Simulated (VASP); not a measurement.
# How uniaxial stress along [001] changes GaN (F-43m)

Wanted: the response of GaN to uniaxial stress along [001], as a table, with a fit that predicts a row left out.

Program: VASP 6.6.1. Level of theory: LDA; plane waves and PAW (Ga_d, N); cell typed or built by script, in the first sound run; inputs show where later runs differ. Results are calculated unless marked as measured.

## Step 1: The starting structure

Symmetry: F-43m, No. 216, cubic system. Conventional cell: a = 4.500 Å, b = 4.500 Å, c = 4.500 Å, α = 90.00°, β = 90.00°, γ = 90.00°. Nearest to Ga lie 4 N at 1.95 Å. Nearest to N lie 4 Ga at 1.95 Å. Farther neighbours and most contacts between anions are not listed.

As a file:

```
Ga N
1.0
     0.00000    2.25000    2.25000
     2.25000    0.00000    2.25000
     2.25000    2.25000    0.00000
Ga N
1 1
Direct
  0.00000 0.00000 0.00000
  0.25000 0.25000 0.25000
```

## Step 2: Relax the crystal, LDA

The series starts from the cell that this level prefers, so that zero strain is near zero stress.

This step took 2 runs in a row; the last is shown.

Level: LDA; plane waves and PAW (Ga_d, N); cell typed or built by script.

INCAR

```
SYSTEM = GaN
PREC = Accurate
ENCUT = 600
EDIFF = 1E-07
NELM = 120
ISMEAR = 0
SIGMA = 0.02
LREAL = .FALSE.
ALGO = Normal
GGA = CA
NBANDS = 15
LASPH = .TRUE.
LORBIT = 11
LWAVE = .FALSE.
LCHARG = .FALSE.
KPAR = 12
IBRION = 2
NSW = 40
ISIF = 3
EDIFFG = -0.005
POTIM = 0.4
```

POSCAR

```
GaN
1.0
    0.0000000000      2.2313343091      2.2313343091
    2.2313343091      0.0000000000      2.2313343091
    2.2313343091      2.2313343091      0.0000000000
Ga N
1 1
Direct
    0.0000000000      0.0000000000      0.0000000000
    0.2500000000      0.2500000000      0.2500000000
```

KPOINTS

```
Automatic mesh
0
Gamma
11 11 11
0 0 0
```

Potentials, in the order of the species: Ga_d and N (LDA family, release 64).

Command:

```sh
$ mpirun -np 12 vasp_std
```

The program printed:

```text
[banner, memory and clock lines left out]
running   12 mpi-ranks, on    1 nodes
[...]
|                                                                             |
|           W    W    AA    RRRRR   N    N  II  N    N   GGGG   !!!           |
|           W    W   A  A   R    R  NN   N  II  NN   N  G    G  !!!           |
|           W    W  A    A  R    R  N N  N  II  N N  N  G       !!!           |
|           W WW W  AAAAAA  RRRRR   N  N N  II  N  N N  G  GGG   !            |
|           WW  WW  A    A  R   R   N   NN  II  N   NN  G    G                |
|           W    W  A    A  R    R  N    N  II  N    N   GGGG   !!!           |
|                                                                             |
|     For optimal performance we recommend to set                             |
|       NCORE = 2 up to number-of-cores-per-socket                            |
|     NCORE specifies how many cores store one orbital (NPAR=cpu/NCORE).      |
|     This setting can greatly improve the performance of VASP for DFT.       |
[...]
|     Unfortunately you need to use the default for GW and RPA                |
|     calculations (for HF NCORE is supported but not extensively tested      |
|     yet).                                                                   |
|                                                                             |

 LDA part: xc-table for (Slater(with rela. corr.)+CA(PZ))
 , standard interpolation
 POSCAR, INCAR and KPOINTS ok, starting setup
[...]
entering main loop
       N       E                     dE             d eps       ncg     rms          rms(c)
DAV:   1     0.857532580153E+02    0.85753E+02   -0.10353E+04  1880   0.234E+03
DAV:   2    -0.962955588987E+01   -0.95383E+02   -0.88750E+02  1925   0.361E+02
DAV:   3    -0.159400123772E+02   -0.63105E+01   -0.62836E+01  1827   0.774E+01
DAV:   4    -0.160128846994E+02   -0.72872E-01   -0.72858E-01  2165   0.873E+00
[...]
DAV:  11    -0.139446167820E+02    0.68215E-04   -0.22576E-04  2527   0.281E-01    0.128E-02
DAV:  12    -0.139446187308E+02   -0.19488E-05   -0.17683E-05  1939   0.487E-02    0.284E-03
DAV:  13    -0.139446186893E+02    0.41504E-07   -0.66328E-07  2552   0.156E-02
   1 F= -.13944619E+02 E0= -.13944619E+02  d E =-.139446E+02
[...]
reached required accuracy - stopping structural energy minimisation
```

Run time: 4 s. Hardware: 12 MPI ranks of Intel Xeon 6975P-C (Granite Rapids), shared host; peak memory 1.9 GiB; 37 s of CPU time.

The logs omit lines about the potential files and the build; timing stands in the text.

From OUTCAR (step 2):

```text
  Total        0.0013547      0.0013547      0.0013547      0.0000000      0.0000000      0.0000000
  in kB        0.0976821      0.0976821      0.0976821      0.0000000      0.0000000      0.0000000
  external PRESSURE =       0.0976821 kB  Pullay stress =       0.0000000 kB

 POSITION                                       TOTAL-FORCE (eV/Angst)
 -----------------------------------------------------------------------------------
      0.00000      0.00000      0.00000         0.000000      0.000000      0.000000
      1.11567      1.11567      1.11567        -0.000000     -0.000000     -0.000000
 -----------------------------------------------------------------------------------
    total drift:                               -0.000000     -0.000000      0.000000

  FREE ENERGIE OF THE ION-ELECTRON SYSTEM (eV)
  ---------------------------------------------------
  free  energy   TOTEN  =       -13.9446186893 eV

  energy  without entropy=      -13.9446186893  energy(sigma->0) =      -13.94461869

 reached required accuracy - stopping structural energy minimisation

[... 3 further parts left out ...]
[key lines of the parts left out:]
E-fermi :   5.4486
```

This run gave:

```
energy(sigma→0) of the program : -13.9446 eV
stress, compression positive   : xx, yy, zz 0.01, 0.01, 0.01 GPa
volume                         : 22.219 Å³
ionic steps                    : 1
```

## Step 3: Strain across the axis, LDA

One member in full: the axis is strained by -2 %, and the two directions across it are strained alike until their mean stress is under 0.012 GPa or five steps are spent.

This step took 3 runs, each at a new trial strain with the atoms of the one before; the last is shown.

Level: LDA; plane waves and PAW (Ga_d, N); cell typed or built by script.

INCAR, as its differences from that of step 2:

```diff
@@ -15,7 +15,7 @@
 LCHARG = .FALSE.
-KPAR = 12
-IBRION = 2
-NSW = 40
-ISIF = 3
-EDIFFG = -0.005
-POTIM = 0.4
+KPAR = 3
+IBRION = 1
+NSW = 25
+ISIF = 2
+EDIFFG = -0.004
+POTIM = 0.3
```

POSCAR

```
GaN
1.0
    0.0000000000      2.2476468030      2.1867076230
    2.2476468030      0.0000000000      2.1867076230
    2.2476468030      2.2476468030      0.0000000000
Ga N
1 1
Direct
    0.0000000000      0.0000000000      0.0000000000
    0.2500000000      0.2500000000      0.2500000000
```

KPOINTS is that of step 2.

Command:

```sh
$ mpirun -np 3 vasp_std
```

The program printed:

```text
[banner, memory and clock lines left out]
running    3 mpi-ranks, on    1 nodes
[...]
LDA part: xc-table for (Slater(with rela. corr.)+CA(PZ))
 , standard interpolation
 POSCAR, INCAR and KPOINTS ok, starting setup
[...]
entering main loop
       N       E                     dE             d eps       ncg     rms          rms(c)
DAV:   1     0.848072630769E+02    0.84807E+02   -0.10302E+04  4283   0.237E+03
DAV:   2    -0.992819979117E+01   -0.94735E+02   -0.88000E+02  4362   0.354E+02
DAV:   3    -0.159516387399E+02   -0.60234E+01   -0.59978E+01  4249   0.753E+01
DAV:   4    -0.160191521027E+02   -0.67513E-01   -0.67487E-01  4726   0.842E+00
[...]
DAV:  11    -0.139397475540E+02    0.63740E-04   -0.21414E-04  5823   0.273E-01    0.115E-02
DAV:  12    -0.139397494473E+02   -0.18933E-05   -0.17059E-05  4270   0.485E-02    0.190E-03
DAV:  13    -0.139397494172E+02    0.30111E-07   -0.62796E-07  5699   0.156E-02
   1 F= -.13939749E+02 E0= -.13939749E+02  d E =-.139397E+02
 BRION: g(F)=  0.139E-46 g(S)=  0.000E+00
 reached required accuracy - stopping structural energy minimisation
```

Wall time 13 s (3 MPI ranks); peak memory 0.5 GiB.

From OUTCAR (step 3):

```text
  Total       -0.0003599     -0.0003599      0.4562816      0.0000000      0.0000000      0.0000000
  in kB       -0.0260953     -0.0260953     33.0877077      0.0000000      0.0000000      0.0000000
  external PRESSURE =      11.0118391 kB  Pullay stress =       0.0000000 kB

 POSITION                                       TOTAL-FORCE (eV/Angst)
 -----------------------------------------------------------------------------------
      0.00000      0.00000      0.00000        -0.000000     -0.000000     -0.000000
      1.12382      1.12382      1.09335         0.000000      0.000000      0.000000
 -----------------------------------------------------------------------------------
    total drift:                               -0.000000     -0.000000      0.000000

  FREE ENERGIE OF THE ION-ELECTRON SYSTEM (eV)
  ---------------------------------------------------
  free  energy   TOTEN  =       -13.9397494172 eV

  energy  without entropy=      -13.9397494172  energy(sigma->0) =      -13.93974942

[... 1 part as in an earlier step ...]

[... 3 further parts left out ...]
[key lines of the parts left out:]
E-fermi :   5.6585
```

This run gave:

* energy(sigma→0) of the program: -13.9397 eV
* stress, compression positive: xx, yy, zz 0.00, 0.00, 3.31 GPa
* ionic steps: 1

## Step 4: Band edges, TB-mBJ with spin-orbit coupling

Short lines in KPOINTS_OPT sample the zone centre along and across the axis, for masses, and the other valleys.

Level: TB-mBJ, spin-orbit coupling; plane waves and PAW (Ga_d, N); cell typed or built by script.

TB-mBJ has no energy functional, so the total energy, stress and pressure in this output mean nothing.

INCAR

```
SYSTEM = GaN
PREC = Accurate
ENCUT = 600
EDIFF = 1E-06
NELM = 150
ISMEAR = 0
SIGMA = 0.02
LREAL = .FALSE.
ALGO = Normal
METAGGA = MBJ
LASPH = .TRUE.
LNONCOLLINEAR = .TRUE.
MAGMOM = 0 0 0 0 0 0
NBANDS = 28
GGA_COMPAT = .FALSE.
LSORBIT = .TRUE.
LWAVE = .FALSE.
LCHARG = .FALSE.
KPAR = 3
```

POSCAR is that of step 3.

KPOINTS

```
Automatic mesh
0
Gamma
9 9 9
0 0 0
```

KPOINTS_OPT

```
Line mode
6
Line-mode
Reciprocal
  0.00000000   0.00000000   0.00000000
  0.01740127   0.01740127   0.00000000

  0.00000000   0.00000000   0.00000000
 -0.00000000  -0.01788620  -0.01788620

  0.31000000   0.31000000   0.00000000
  0.50000000   0.50000000   0.00000000

  0.00000000   0.31000000   0.31000000
  0.00000000   0.50000000   0.50000000

  0.45000000   0.45000000   0.45000000
  0.50000000   0.50000000   0.50000000

  0.45000000   0.00000000   0.00000000
  0.50000000   0.00000000   0.00000000

  0.42500000   0.42500000   0.00000000
  0.42500000   0.44288620   0.01788620

  0.50000000   0.50000000   0.50000000
  0.48735254   0.51264746   0.50000000
```

Command:

```sh
$ mpirun -np 3 vasp_ncl
```

The program printed:

```text
[banner, memory and clock lines left out]
running    3 mpi-ranks, on    1 nodes
[...]
|                                                                             |
|               ----> ADVICE to this user running VASP <----                  |
|                                                                             |
|     You enforced a specific xc type in the INCAR file but a different       |
|     [... a line on the potential file left out ...]
|     I HOPE YOU KNOW WHAT YOU ARE DOING!                                     |
|                                                                             |

 LDA part: xc-table for (None), standard interpolation
 POSCAR, INCAR and KPOINTS ok, starting setup
[...]
entering main loop
       N       E                     dE             d eps       ncg     rms          rms(c)
DAV:   1     0.125778047477E+03    0.12578E+03   -0.94127E+03  7528   0.254E+03
DAV:   2    -0.142438115470E+02   -0.14002E+03   -0.12995E+03  6764   0.493E+02
DAV:   3    -0.329758729501E+02   -0.18732E+02   -0.18391E+02  7288   0.140E+02
DAV:   4    -0.335914197804E+02   -0.61555E+00   -0.61318E+00  7292   0.267E+01
[...]
DAV:  52    -0.294547504022E+02   -0.14464E-04   -0.22635E-10  3268   0.194E-04    0.818E-06
DAV:  53    -0.294547678067E+02   -0.17405E-04   -0.17073E-10  3276   0.151E-04    0.145E-05
DAV:  54    -0.294547680415E+02   -0.23474E-06   -0.53658E-11  3272   0.106E-04
   1 F= -.29454768E+02 E0= -.29454768E+02  d E =-.906342E-26  mag=    -0.0000    -0.0000    -0.0000
 Start KPOINTS_OPT (optional k-point list driver)
k-point batch [1-48\48]
       N       E                     dE             ncg
DAV:   1     0.484308706063E+04   -0.21579E+05     3124
DAV:   2    -0.202709923863E+04   -0.68702E+04     2856
DAV:   3    -0.287258914740E+04   -0.84549E+03     3104
DAV:   4    -0.289793661375E+04   -0.25347E+02     2980
DAV:   5    -0.289840324310E+04   -0.46663E+00     3184
DAV:   6    -0.289842182062E+04   -0.18578E-01     3552
DAV:   7    -0.289842219342E+04   -0.37280E-03     3356
DAV:   8    -0.289842219976E+04   -0.63380E-05     2496
DAV:   9    -0.289842219996E+04   -0.20843E-06     1836
```

Wall time 7.9 min (3 MPI ranks); peak memory 1.3 GiB.

Parts of OUTCAR (step 4):

```text
  LATTYP: Found a body centered tetragonal cell.
 ALAT       =     3.1786525922
 C/A-ratio  =     1.3758707877

 Subroutine GETGRP returns: Found  8 space group operations
 (whereof  8 operations were pure point group operations)

The static configuration has the point symmetry D_2d.

 Found    115 irreducible k-points:

   k-points           NKPTS =    115   k-points in BZ     NKDIM =    115   number of bands    NBANDS=     28

   dimension x,y,z NGX =    28 NGY =   28 NGZ =   28
   dimension x,y,z NGXF=    56 NGYF=   56 NGZF=   56

   ENCUT  =  600.0 eV  44.10 Ry    6.64 a.u.   6.26  6.26  6.35*2*pi/ulx,y,z

   NELECT =      18.0000    total number of electrons

 E-fermi :   6.4303

 k-point     1 :       0.0000    0.0000    0.0000
  band No.  band energies     occupation
    ...
     14       6.1716      1.00000
     15       6.1759      1.00000
     16       6.1759      1.00000
     17       6.2905      1.00000
     18       6.2905      1.00000
     19       9.2845      0.00000
     20       9.2845      0.00000
     21      17.9492      0.00000
     22      17.9492      0.00000
     23      18.2716      0.00000
    ...

 k-point     2 :       0.1111    0.0000    0.0000
  band No.  band energies     occupation
    ...
     14       5.1201      1.00000
     15       6.0402      1.00000
     16       6.0442      1.00000
     17       6.1344      1.00000
     18       6.1380      1.00000
     19      10.1397      0.00000
     20      10.1400      0.00000
     21      17.5157      0.00000
     22      17.5534      0.00000
     23      18.2790      0.00000
    ...

  Total     -113.5574685   -113.5574685   -112.7475665      0.0000000      0.0000000      0.0000000
  in kB    -8234.7313702  -8234.7313702  -8176.0005337      0.0000000      0.0000000      0.0000000
  external PRESSURE =   -8215.1544247 kB  Pullay stress =       0.0000000 kB

 POSITION                                       TOTAL-FORCE (eV/Angst)
 -----------------------------------------------------------------------------------
      0.00000      0.00000      0.00000        -0.000000     -0.000000      0.000000
      1.12382      1.12382      1.09335         0.000000      0.000000     -0.000000
 -----------------------------------------------------------------------------------
    total drift:                                0.000001      0.000001      0.000001

  FREE ENERGIE OF THE ION-ELECTRON SYSTEM (eV)
  ---------------------------------------------------
  free  energy   TOTEN  =       -29.4547680415 eV

  energy  without entropy=      -29.4547680415  energy(sigma->0) =      -29.45476804

 Spin-Orbit-Coupling matrix elements
 Ion:    1  E_soc:     -0.0097575
 Ion:    2  E_soc:     -0.0000805

[... 1 part as in an earlier step ...]

[... 7 further parts left out ...]
```

## Step 5: Band edges, r2SCAN with spin-orbit coupling

Short lines in KPOINTS_OPT sample the zone centre along and across the axis, for masses, and the other valleys.

Level: r2SCAN, spin-orbit coupling; plane waves and PAW (Ga_d, N); cell typed or built by script.

INCAR, as its differences from that of step 4:

```diff
@@ -4,3 +4,3 @@
 EDIFF = 1E-06
-NELM = 150
+NELM = 100
 ISMEAR = 0
@@ -9,3 +9,3 @@
 ALGO = Normal
-METAGGA = MBJ
+METAGGA = R2SCAN
 LASPH = .TRUE.
```

POSCAR is that of step 4.

KPOINTS is that of step 4.

KPOINTS_OPT is that of step 4.

Command:

```sh
$ mpirun -np 3 vasp_ncl
```

The program printed:

```text
[banner, memory and clock lines left out]
running    3 mpi-ranks, on    1 nodes
[...]
[... a notice as in an earlier step ...]

 LDA part: xc-table for (None), standard interpolation
 POSCAR, INCAR and KPOINTS ok, starting setup
[...]
entering main loop
       N       E                     dE             d eps       ncg     rms          rms(c)
DAV:   1     0.356468309698E+01    0.35647E+01   -0.97534E+03  7552   0.267E+03
DAV:   2    -0.142212890498E+03   -0.14578E+03   -0.13578E+03  6748   0.530E+02
DAV:   3    -0.161394442936E+03   -0.19182E+02   -0.18853E+02  7420   0.145E+02
DAV:   4    -0.161999937239E+03   -0.60549E+00   -0.60343E+00  7132   0.271E+01
[...]
DAV:  18    -0.156992840583E+03   -0.30582E-05   -0.82730E-07  4896   0.114E-02    0.471E-02
DAV:  19    -0.156992834575E+03    0.60081E-05   -0.99719E-06  6104   0.593E-02    0.877E-03
DAV:  20    -0.156992834347E+03    0.22819E-06   -0.32996E-06  7468   0.179E-02
   1 F= -.15699283E+03 E0= -.15699283E+03  d E =-.168529E-25  mag=    -0.0000     0.0000    -0.0000
 Start KPOINTS_OPT (optional k-point list driver)
k-point batch [1-48\48]
       N       E                     dE             ncg
DAV:   1     0.395764302665E+04   -0.22465E+05     3100
DAV:   2    -0.297403170683E+04   -0.69317E+04     2812
DAV:   3    -0.387708601398E+04   -0.90305E+03     3124
DAV:   4    -0.390639862239E+04   -0.29313E+02     2988
DAV:   5    -0.390689359544E+04   -0.49497E+00     3136
DAV:   6    -0.390691197354E+04   -0.18378E-01     3488
DAV:   7    -0.390691254612E+04   -0.57258E-03     3488
DAV:   8    -0.390691254817E+04   -0.20482E-05     2376
DAV:   9    -0.390691254837E+04   -0.20590E-06     1824
```

The job ended after 10 min (3 MPI ranks; peak memory 1.3 GiB; 30 min of CPU time).

(Continued in part 2 of 2.)

[Lines on the potential files, build, host, timing and source positions are cut from VASP's logs without a mark.]

[Logs are printed without paths, hosts, clocks, repeated set-up lines and the standing remarks that a program may print on its own settings, such as how far it seeks lower states.]

[Hosts, paths, dates, database ids (printed as entryN), source tags and the programs' standing remarks are cut or masked in the printed files.]

[In band tables of VASP the shares of atoms and orbitals are scaled to a sum of 1 inside the atoms' spheres.]
